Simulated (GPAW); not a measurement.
Runs of GPAW 26.7.0 on WC (Qusongite). Symmetry: P-6m2, No. 187, hexagonal system. Conventional cell: a = 2.907 Å, b = 2.907 Å, c = 2.837 Å, α = 90.00°, β = 90.00°, γ = 120.00°. W (site symmetry -6m2) has 6 C at 2.20 Å as nearest neighbours. C (site symmetry -6m2) has 6 W at 2.20 Å as nearest neighbours. 

```tsv
task	level	potentials or basis	cell	band path	band points	optimizer	fmax	max steps	gap on the mesh (eV)	pressure (GPa)	relaxed volume (Å³/atom)
band structure	revPBE	the program's PAW data sets (release 1.2.1) made for this functional, pw	as given	GMKGALHA,LM,KH	60	-	-	-	-	9.1	-
relaxation of cell and atoms	revPBE+D4	the program's PAW data sets (release 1.2.1) made for this functional, pw	relaxed to 20 GPa	-	-	FIRE	0.02 eV/Å	100	none	19.7	-
relaxation of cell and atoms	BLYP+D3(BJ)	PAW data sets generated in the run's folder for this functional, pw	relaxed	-	-	LBFGS	0.05 eV/Å	100	none	0.1	(a)
band structure	RPBE	the program's PAW data sets (release 1.2.1) made for this functional, pw	as given	GMKGALHA,LM,KH	100	-	-	-	-	10.5	-
relaxation of cell and atoms	RPBE	the program's PAW data sets (release 1.2.1) made for this functional, pw	relaxed	-	-	BFGS	0.02 eV/Å	40	none	-0.1	10.66
```

Alike in all rows: no spin polarisation; k mesh 10 × 10 × 9; cutoff (eV) 800; smearing fermi-dirac 0.05 eV.

**Question.** Estimate the missing entries.

**Answer.** (a) 10.35.

Caveats: later steps reuse the first step's grids (some runs); spin-orbit coupling is left out, which moves the levels of the heavy elements (some runs); pairwise dispersion overbinds metals, which lowers pressure and volume (some runs).

A k mesh can miss the band edges, and the runs leave out spin-orbit coupling on W.

A gap of «none» marks a metal or a gap under the smearing width.
